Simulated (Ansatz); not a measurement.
CuO (Tenorite):

```
CELL_PARAMETERS angstrom
2.34185 -1.71130 0.00000
2.34185 1.71130 0.00000
-0.85003 0.00000 5.05787
ATOMIC_POSITIONS crystal
Cu 0.50000 0.00000 0.50000
Cu 0.00000 0.50000 0.00000
O 0.41840 0.58160 0.75000
O 0.58160 0.41840 0.25000
```

```yaml
Program: Ansatz 0.2.0
Task: relaxation of cell and atoms
Functional: LDA
Potentials_or_basis: Ansatz PAW
Cutoff: "420 eV (not typed: the program's choice for these potentials)"
k_mesh: 10 × 10 × 5
Occupations: gaussian, width 0.1 eV
Spin: no spin polarisation
```

At the start: volume 10.13 Å³/atom.

**Question.** Where does the relaxation end?

**Answer.** It ends after 20 steps and the volume is 10.27 Å³/atom (+1.3 %); space group P4_2/mmc (No. 131, to 0.05 Å).

Step by step:
```
step  energy change (eV)  largest force (eV/Å)  volume (Å³)
   1              0.0000                0.4730        40.54
   2             -0.0647                0.3613        39.78
   3             -0.1219                0.0541        39.03
   4             -0.1379                0.0369        39.55
   5             -0.1477                0.0565        40.74
   6             -0.1537                0.0006        40.38
   7             -0.1537                0.0006        40.39
   8             -0.1772                0.0015        40.39
   9             -0.1893                0.0057        40.72
  10             -0.1899                0.0002        40.92
  11             -0.1902                0.0002        40.88
  12             -0.1999                0.0014        40.88
  13             -0.2024                0.0014        41.01
  14             -0.2023                0.0008        41.04
  15             -0.2046                0.0003        41.04
  16             -0.2051                0.0003        41.05
  17             -0.2051                0.0001        41.06
  18             -0.2053                0.0000        41.06
  19             -0.2053                0.0005        41.06
  20             -0.2055                0.0005        41.06
```

Final structure:
```cif
data_structure
_symmetry_space_group_name_H-M 'P 1'
_symmetry_Int_Tables_number 1
_cell_length_a 2.8539
_cell_length_b 2.8539
_cell_length_c 5.0415
_cell_angle_alpha 90.016
_cell_angle_beta 90.016
_cell_angle_gamma 89.734
_cell_volume 41.06
loop_
_atom_site_label
_atom_site_type_symbol
_atom_site_fract_x
_atom_site_fract_y
_atom_site_fract_z
_atom_site_occupancy
Cu1 Cu 0.50000 0.00000 0.50000 1
Cu2 Cu 0.00000 0.50000 0.00000 1
O1 O 0.49991 0.50009 0.75000 1
O2 O 0.50009 0.49991 0.25000 1
```

Caveat: the plane-wave basis is chosen anew once the cell has moved, so the energies of steps on either side of that aren't comparable; the pressure holds a Pulay correction of +0.9 GPa for the finite cutoff; the run has no spin polarisation, though such a crystal can be magnetic; the PAW data sets come from PBE, with cores solved anew for the run's functional, which leaves a small shift of forces and pressure.
